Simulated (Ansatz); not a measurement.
Crystal: Ga.

```
Ga
1.0
     2.71648    0.00000    0.00000
     0.00000    2.71648    0.00000
     0.00000    0.00000    2.71648
Ga
1
Direct
  0.00000 0.00000 0.00000
```

The cell was built by a generator and needn't be a form met in nature.

Base run:

| Property | Result |
| --- | --- |
| Program | Ansatz 0.2.0 |
| Functional | BLYP |
| Potentials or basis | Ansatz PAW |
| Cutoff | 420 eV (not typed: the program's choice for these potentials) |
| k mesh | 10 × 10 × 10 |
| Occupations | fermi-dirac, width 0.05 eV |
| Spin | no spin polarisation |

Its results: band gap on the k mesh none (metal or under the smearing width); pressure 5.0 GPa.

Task: After a change of settings the same cell gave: band gap on the k mesh none (metal or under the smearing width); pressure 1.4 GPa. Which change was it?
A. functional from BLYP to revPBE
B. functional from BLYP to PBEsol
C. functional from BLYP to r2SCAN; cutoff from 420 eV (not typed: the program's choice for these potentials) to 500 eV (not typed: the program's choice for these potentials)

Result: A.

Caveats: the PAW data sets come from PBE, with cores solved anew for the run's functional, which leaves a small shift of forces and pressure.
